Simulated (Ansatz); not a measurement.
PtSe2 (Sudovikovite) in Ansatz: the effect of Hubbard term

PtSe2 (Sudovikovite):

```
Pt Se
1.0
     3.72400    0.00000    0.00000
    -1.86200    3.22508    0.00000
     0.00000    0.00000    5.06200
Pt Se
1 2
Direct
  0.00000 0.00000 0.00000
  0.66667 0.33333 0.75000
  0.33333 0.66667 0.25000
```

Alike in all runs:

| Property | Result |
| --- | --- |
| Program | Ansatz 0.2.0 |
| Task | density of states |
| Functional | PBEsol |
| Potentials or basis | all-electron LAPW, scalar-relativistic |
| Cutoff | 292 eV (chosen from the basis error) |
| Basis error allowed | 0.002 eV/atom |
| k mesh | 8 × 8 × 5 |
| Occupations | fermi-dirac, width 0.05 eV |
| Spin | no spin polarisation |

```csv
Hubbard term,pressure (GPa),largest force (eV/Å)
none,2.1,0.34
Pt d U = 2 eV,?,?
Pt d U = 4 eV,2.4,0.44
Pt d U = 6 eV,2.6,0.50
Pt d U = 8 eV,2.9,0.56
```

Task: What does the run with Hubbard term Pt d U = 2 eV give?

Result: Pressure 2.2 GPa; largest force 0.39 eV/Å.

Worked out: A straight line through the other rows of the pressure, of slope 0.0971 GPa per eV, gives 2.3 GPa, against the run's 2.2. A straight line through the other rows of the largest force, of slope 0.0274 eV/Å per eV, gives 0.39 eV/Å, against the run's 0.39.

Caveats: U is the effective U less J, on atomic orbitals that reach past the spheres (some runs); U without spin polarisation on a metal has little footing (some runs).
